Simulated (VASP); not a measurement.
Write the native input for VASP 6.6.1 that does the following.

* Task: single point
* Functional: LDA
* Potentials or basis: VASP PAW LDA potentials, release 64 (Cd, Se)
* Cutoff: 520 eV
* k mesh: 14 × 14 × 14
* Occupations: gaussian, width 0.15 eV
* Spin: no spin polarisation
* Dipole correction: no
* Further INCAR settings: ALGO = Fast; EDIFF = 1e-06; NBANDS = 16

The structure of CdSe lies in POSCAR:

```
CdSe
1.0
    0.0000000000      2.8739580000      2.8739580000
    2.8739580000      0.0000000000      2.8739580000
    2.8739580000      2.8739580000      0.0000000000
Cd Se
1 1
Direct
    0.0000000000      0.0000000000      0.0000000000
    0.5173976098      0.5173976098      0.4826023902
```

Measurements of this composition are mostly on another form, of space group No. 186.

The cell isn't the ideal one: all Se atoms moved -0.100 Å, as atom 2 towards its neighbour atom 1 (Cd) at 2.874 Å.

The input as run:

INCAR

```
ALGO = Fast ; EDIFF = 1E-6
ENCUT = 520 ; ISIF = 2
ISMEAR = 0 ; LASPH = True
LCHARG = False ; LREAL = False
LWAVE = False ; NBANDS = 16
NELM = 100 ; PREC = Accurate
SIGMA = 0.15
```

KPOINTS

```
k-points
0
Gamma
  14 14 14
```

Potentials or basis: VASP PAW LDA potentials, release 64 (Cd, Se).

Launch:

```bash
$ cat potpaw_LDA.64/Cd/POTCAR potpaw_LDA.64/Se/POTCAR > POTCAR
$ mpirun -np 1 vasp_std > vasp.out
```

Results of the run:

| Item | Value |
| --- | --- |
| Pressure | -5.4 GPa |
| Largest force | 0.081 eV/Å |
| Band gap on the k mesh | none (metal or under the smearing width) |

Wall time 79 s on 1 thread of Intel(R) Xeon(R) Platinum 8559C (Emerald Rapids), on a shared host, peak memory 0.29 GiB.
